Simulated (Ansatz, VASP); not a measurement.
# Two plane-wave programs on PbS

INCAR

```
PREC = Accurate
ENCUT = 520
EDIFF = 1E-6
ISMEAR = 0
SIGMA = 0.1
LREAL = F
LASPH = T
NELM = 100
ALGO = Normal
ISIF = 2
LWAVE = F
LCHARG = T
GGA = PE
LELF = T
LVHAR = T
NBANDS = 17
```

KPOINTS

```
Automatic mesh
0
Gamma
  2 2 2
```

Contents of POSCAR:

```
PbS
1.0
    3.6536590000      0.0000000000      0.0000000000
    0.0000000000      3.6536590000      0.0000000000
    0.0000000000      0.0000000000      3.6536590000
Pb S
1 1
Direct
    0.0000000000      0.0000000000      0.0000000000
    0.5000000000      0.5000000000      0.5000000000
```

Input for Ansatz:

```yaml
crystal:
  lattice:
    - [3.653659, 0.0, 0.0]
    - [0.0, 3.653659, 0.0]
    - [0.0, 0.0, 3.653659]
  atoms:
    - { symbol: Pb, position: [0.0, 0.0, 0.0] }
    - { symbol: S, position: [0.5, 0.5, 0.5] }
basis:
  ecutwfc: 470
kpoints:
  mp_grid: { grid: [2, 2, 2] }
hamiltonian:
  xc: pbe
scf:
  occupations: { method: gaussian, width: 0.1 }
output:
  forces: true
  stress: true
  eigenvalues: true
```

Alike in both runs: task single point; functional PBE; k mesh 2 × 2 × 2; occupations gaussian, width 0.1 eV; no spin polarisation.

```csv
,VASP,Ansatz
version,VASP 6.6.1,Ansatz 0.2.0
potentials or method,"VASP PAW PBE potentials, release 64 (Pb_d, S)","scalar-relativistic, plane waves, PAW"
plane-wave cutoff (eV),520,470
valence electrons in the cell,20,20
```

VASP gave:

```
gap on the k mesh at the Fermi level (eV) : none
pressure (GPa)                            : -4.3
```

Estimate Ansatz's values.

gap on the k mesh at the Fermi level (eV): none; pressure (GPa): -4.2.

A gap of «none» marks a metal or a gap that the smearing closes.

Caveats: the k mesh is coarse (spacing up to 0.86 Å⁻¹), so the values aren't converged. The runs have no spin-orbit coupling, so splittings on Pb are missing.
